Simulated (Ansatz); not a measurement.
Write the native input for Ansatz 0.2.0 that does the following.

```
Task                    : single point
Functional              : HSE06 form with a typed share of exact exchange
Potentials or basis     : Ansatz PAW
Cutoff                  : 420 eV (not typed: the program's choice for these potentials)
k mesh                  : 6 × 6 × 3
Occupations             : fermi-dirac, width 0.05 eV
Spin                    : no spin polarisation
Screening (1/Å)         : 0.2
Share of exact exchange : 0.3
```

Crystal: P.

```
P
1.0
     2.42469    0.00000    0.00000
     0.00000    2.43854    0.00000
    -0.02031    0.00000    4.85243
P
2
Direct
  0.00000 0.00000 0.74943
  0.00000 0.00000 0.25057
```

This isn't the form of P at room conditions, which is orthorhombic.

One way to write it, as run:

input.yaml

```yaml
crystal:
  lattice:
    - [2.4246941115, 0.0, 0.0]
    - [0.0, 2.4385351442, 0.0]
    - [-0.0203144631, 0.0, 4.8524328982]
  atoms:
    - { symbol: P, position: [3.0e-08, 0.0, 0.74942536] }
    - { symbol: P, position: [0.99999997, 0.0, 0.25057464] }
hamiltonian:
  xc: { exchange: pbe, correlation: pbe, exx: { coeff: 0.3, omega: 0.2 } }
  pseudopotentials: { kind: paw }
kpoints:
  mp_grid: { grid: [6, 6, 3] }
scf:
  occupations: { method: fermi_dirac, width: 0.05 }
output:
  forces: true
  stress: true
  eigenvalues: true
  write_density: true
  write_potential: true
  elf: true
  volumetric_format: npy
```

Potentials or basis: Ansatz PAW.

The run is started by

```console
$ ansatz run input.yaml --threads 2 --pin off --max-ram 5632MiB --backend cpu --events-out ev --progress --plain --runs-dir out
```

Results of the run:

The pressure is -2.7 GPa and the largest force is 0.018 eV/Å. The band gap on the k mesh is none (metal or under the smearing width).

Caveat: the k mesh is coarse (spacing up to 0.43 Å⁻¹), so the values aren't converged, least of all with exact exchange; the PAW data sets come from PBE, with cores solved anew for the run's functional, which leaves a small shift of forces and pressure; the thresholds are loose for stress.

It took 13 s on 2 threads of Intel(R) Xeon(R) Processor @ 2.70GHz, on a shared host, peak memory 0.58 GiB.
